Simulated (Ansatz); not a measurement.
**BaTe: band gap under strain**

How does strain move the band edges of BaTe built on the rocksalt prototype, and do the functionals agree on it? States: -4.8 % strain along z alone; -1.6 % biaxial strain in the (111) plane, free along [111]; +6.0 % biaxial strain in x and y, free along z.

Program: Ansatz 0.2.0. PAW datasets, plane waves. Spin-unpolarised throughout; all numbers are computed.

## Step 1: The cell

The unstrained cell was relaxed with r2SCAN; in each strained cell the atoms were relaxed again with r2SCAN. Names of k-points are those of the unstrained zone, where strain can split equivalent points. First state: -4.8 % strain along z alone.

It is tetragonal, I4/mmm (No. 139); conventional cell a = 4.996 Å, c = 6.728 Å, 41.97 Å³ an atom. Near Ba stand 6 Te at 3.36–3.53 Å; near Te stand 6 Ba at 3.36–3.53 Å.

The structure in full:

```cif
data_structure
_symmetry_space_group_name_H-M 'I4/mmm'
_symmetry_Int_Tables_number 139
_cell_length_a 4.9955
_cell_length_b 4.9955
_cell_length_c 6.7278
_cell_angle_alpha 90.000
_cell_angle_beta 90.000
_cell_angle_gamma 90.000
_cell_volume 167.90
loop_
_atom_site_label
_atom_site_type_symbol
_atom_site_symmetry_multiplicity
_atom_site_Wyckoff_symbol
_atom_site_fract_x
_atom_site_fract_y
_atom_site_fract_z
_atom_site_occupancy
Ba1 Ba 2 a 0.00000 0.00000 0.00000 1
Te1 Te 2 b 0.00000 0.00000 0.50000 1
```

## Step 2: -4.8 % strain along z alone: PBE

The input, input.yaml:

```yaml
crystal:
  lattice:
    - [0.0, 3.5323868345, 3.3638919825]
    - [3.5323868345, 0.0, 3.3638919825]
    - [3.5323868345, 3.5323868345, 0.0]
  atoms:
    - { symbol: Ba, position: [0.0, 0.0, 0.0] }
    - { symbol: Te, position: [0.5, 0.5, 0.5] }
kpoints:
  mp_grid: { grid: [6, 6, 6] }
  band_path:
    path:
      - [0.0, 0.0, 0.0]
      - [0.5, 0.0, 0.5]
      - [0.625, 0.25, 0.625]
      - [0.375, 0.375, 0.75]
      - [0.5, 0.5, 0.5]
      - [0.5, 0.25, 0.75]
    npoints: 1
hamiltonian:
  xc: pbe
scf:
  occupations: { method: fermi_dirac, width: 0.02 }
  n_extra_bands: 4
output:
  forces: true
  stress: true
  eigenvalues: true
```

After this run come: -4.8 % strain along z alone: r2SCAN; -4.8 % strain along z alone: HSE06; -1.6 % biaxial strain in the (111) plane, free along [111]: PBE; -1.6 % biaxial strain in the (111) plane, free along [111]: r2SCAN; -1.6 % biaxial strain in the (111) plane, free along [111]: HSE06; +6.0 % biaxial strain in x and y, free along z: PBE; +6.0 % biaxial strain in x and y, free along z: r2SCAN; +6.0 % biaxial strain in x and y, free along z: HSE06.

What does the calculation give?

**Answer**, as computed:

Least gap in eV (negative: overlap):

```
                                                     state   PBE  r2SCAN  HSE06
                               -4.8 % strain along z alone  1.45    1.79   2.14
-1.6 % biaxial strain in the (111) plane, free along [111]  1.59    1.93   2.27
            +6.0 % biaxial strain in x and y, free along z  1.74    2.07   2.45
```

What this shows: Where both were run, the HSE06 gap lies +0.69 to +0.71 eV from PBE's, each on its own k points. In PBE the gap is least under -4.8 % strain along z alone (1.45 eV) and largest under +6.0 % biaxial strain in x and y, free along z (1.74 eV). Spin-orbit coupling is left out of the table, though the cell holds Ba (Z = 56).
